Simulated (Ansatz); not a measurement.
**Property card for Te**

Method: DFT PBEsol, scalar-relativistic, plane waves, PAW in Ansatz.

Plane waves to 420 eV, a k mesh through Γ of 12×12×8 on the computed 3-atom cell and Gaussian smearing (0.10 eV); no spin polarisation.

The structure is relaxed at this level of theory with its symmetry kept.

```cif
data_structure
_symmetry_space_group_name_H-M 'P3_121'
_symmetry_Int_Tables_number 152
_cell_length_a 4.3186
_cell_length_b 4.3186
_cell_length_c 5.9512
_cell_angle_alpha 90.000
_cell_angle_beta 90.000
_cell_angle_gamma 120.000
_cell_volume 96.12
loop_
_atom_site_label
_atom_site_type_symbol
_atom_site_symmetry_multiplicity
_atom_site_Wyckoff_symbol
_atom_site_fract_x
_atom_site_fract_y
_atom_site_fract_z
_atom_site_occupancy
Te1 Te 3 a 0.28418 0.00000 0.33333 1
```

| Item | Value |
| --- | --- |
| Space group | P3_121 (No. 152) |
| Volume per atom | 32.04 Å³ |
| Formation energy from the elements' standard states (uncorrected) | 0.000 eV/atom |
| Kohn–Sham band gap | zero, with almost no states at the Fermi level |
| Density of states at the Fermi level | 0.00 states/eV per cell (so small that it hangs on the mesh: a semimetal, or crossings between mesh points) |
| Löwdin character within 0.5 eV of the Fermi level | Te 5p 91 % |
| Bulk modulus | 33 GPa |
| Its pressure derivative | 7.9 |
| Bader charges (e) | Te (3 in the cell) 0.00 |

Spin-orbit coupling is left out, which matters for the bands of heavy elements.